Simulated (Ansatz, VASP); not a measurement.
## Cd in VASP and in Ansatz

The input INCAR:

```
SYSTEM = Cd
ALGO     = Normal         ! electronic algorithm
EDIFF    = 1E-6           ! SCF threshold, eV
EDIFFG   = -0.01          ! ionic threshold
ENCUT    = 600            ! plane-wave cutoff, eV
GGA      = RP             ! functional
IBRION   = 2              ! ionic algorithm
ISIF     = 3              ! what is computed and relaxed
ISMEAR   = 1              ! smearing method
LASPH    = .True.         ! aspherical terms in the spheres
LCHARG   = .False.        ! write CHGCAR
LREAL    = .False.        ! projectors in reciprocal space
LWAVE    = .False.        ! write WAVECAR
NELM     = 100            ! most SCF steps
NSW      = 80             ! ionic steps
PREC     = Accurate       ! precision mode
SIGMA    = 0.1            ! smearing width, eV
```

The input KPOINTS:

```
k-points
0
Gamma
  10 10 10
  0 0 0
```

The input POSCAR:

```
Cd
1.0
    0.0000000000      2.2181500000      2.2181500000
    2.2181500000      0.0000000000      2.2181500000
    2.2181500000      2.2181500000      0.0000000000
Cd
1
Direct
    0.0000000000      0.0000000000      0.0000000000
```

Input for Ansatz:

```yaml
crystal:
  lattice:
    - [0.0, 2.21815, 2.21815]
    - [2.21815, 0.0, 2.21815]
    - [2.21815, 2.21815, 0.0]
  atoms:
    - { symbol: Cd, position: [0.0, 0.0, 0.0] }
kpoints:
  mp_grid:
    grid: [10, 10, 10]
hamiltonian:
  xc: rpbe
  dispersion: none
scf:
  occupations:
    method: cold
    width: 0.1
relax:
  cell: {}
```

This isn't the form of Cd at room conditions, which is hcp.

Alike in both runs: task relaxation of cell and atoms; functional RPBE; k mesh 10 × 10 × 10; no spin polarisation.

|  | VASP | Ansatz |
| --- | --- | --- |
| version | VASP 6.6.1 | Ansatz 0.2.0 |
| potentials or method | VASP PAW PBE potentials, release 64 (Cd) | plane waves, PAW |
| plane-wave cutoff (eV) | 600 | 420 |
| occupations | methfessel-paxton of order 1, width 0.1 eV | cold, width 0.1 eV |
| valence electrons in the cell | 12 | 20 |

VASP gave:

| Quantity | Value |
| --- | --- |
| relaxed volume (Å³/atom) | 24.41 |
| relaxed cell length with the largest relative difference (Å) | 3.256 |
| energy change over the relaxation (meV/atom) | -36 |

Q: Estimate Ansatz's values.

A: Relaxed volume (Å³/atom): 24.33; relaxed cell length with the largest relative difference (Å): 3.252; energy change over the relaxation (meV/atom): -34.

The two sets of potentials don't hold the same shells in valence.

Caveats: the PAW data sets were made with another functional, which shifts forces and pressure a little (VASP).
